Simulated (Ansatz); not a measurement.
## The polar optical mode of AlN at -3 GPa, worked through

The calculation used Ansatz, DFT PBE, scalar-relativistic, plane waves, PAW. Cutoff 420 eV, 10×10×10 k-points (Γ-centred), fixed occupations. No spin polarisation. Phonons by linear response, acoustic sum rule imposed.

The cell, relaxed at -3 GPa:
```cif
data_structure
_symmetry_space_group_name_H-M 'P 1'
_symmetry_Int_Tables_number 1
_cell_length_a 3.1302
_cell_length_b 3.1302
_cell_length_c 3.1302
_cell_angle_alpha 60.000
_cell_angle_beta 60.000
_cell_angle_gamma 60.000
_cell_volume 21.69
loop_
_atom_site_label
_atom_site_type_symbol
_atom_site_fract_x
_atom_site_fract_y
_atom_site_fract_z
_atom_site_occupancy
Al1 Al 0.00000 0.00000 0.00000 1
N1 N 0.75000 0.75000 0.75000 1
```

Linear response gives ν_TO = 620.0 cm⁻¹, Born charges ±2.551 e (positive on Al) and ε∞ = 4.658. The primitive cell holds 21.688 Å³, and the masses are 26.982 and 14.007 amu.

Task: Find ν_LO and the static dielectric constant.

Result: The long-wave field adds a restoring force: ω_LO² − ω_TO² = Z*²e²/(ε_vac ε∞ μV). In these units ν_LO² − ν_TO² = 4.92064×10⁷ Z*²/(μ V ε∞) cm⁻², with μ = m₁m₂/(m₁ + m₂) = 9.220 amu: 343881 cm⁻². So ν_LO = √(620.0² + 343881) = 853.4 cm⁻¹, and the run gives 853.4. Lyddane–Sachs–Teller then gives ε0 = ε∞ (ν_LO/ν_TO)² = 8.83, against 8.83 in the run (it forms both from the same three quantities, so the match checks the arithmetic only). Between ν_TO and ν_LO the dielectric function is negative and an undamped crystal reflects fully: a reststrahlen band from 11.7 to 16.1 μm.

Task: What do the Clausius–Mossotti polarisability and the Szigeti charge come to?

Result: With the Lorentz local field, α = (3V/4π)(ε∞ − 1)/(ε∞ + 2) = 2.84 Å³ for the pair, and e_S = 3Z*/(ε∞ + 2) = 1.15 e. The Born charge includes the electrons' response to the dipole's own local field, and e_S takes that enhancement out. The Lorentz field assumes point-like polarisable ions, a poor picture once ε∞ is this large, since the electron clouds then overlap or are shared, so both numbers are formal here.

Task: How strongly does a slow electron couple to the LO mode?

Result: For one isotropic parabolic band, Fröhlich's constant is α_F = (1/ε∞ − 1/ε0) √(m* Ry/ħω_LO), with Ry = 13.606 eV, ħω_LO = 105.8 meV and m* in free-electron masses: α_F = 0.1014 × 11.34 × √m* = 1.15 √m*. The band mass isn't part of this run; for m* = 0.1, 0.3 and 1 it gives 0.36, 0.63, 1.15. In weak coupling the polaron lies α_F ħω_LO below the band edge (67 meV at m* = 0.3) with a mass m*(1 + α_F/6); past α_F of about 5 or 6 that expansion fails. A semilocal functional's ε∞ tends to be too large, which taken alone lowers α_F.

This zinc-blende form isn't the usual stable structure of the compound at low pressure.

Cost: 1 run of about 0.37 core-minutes, on Arm Neoverse V2 (shared hosts).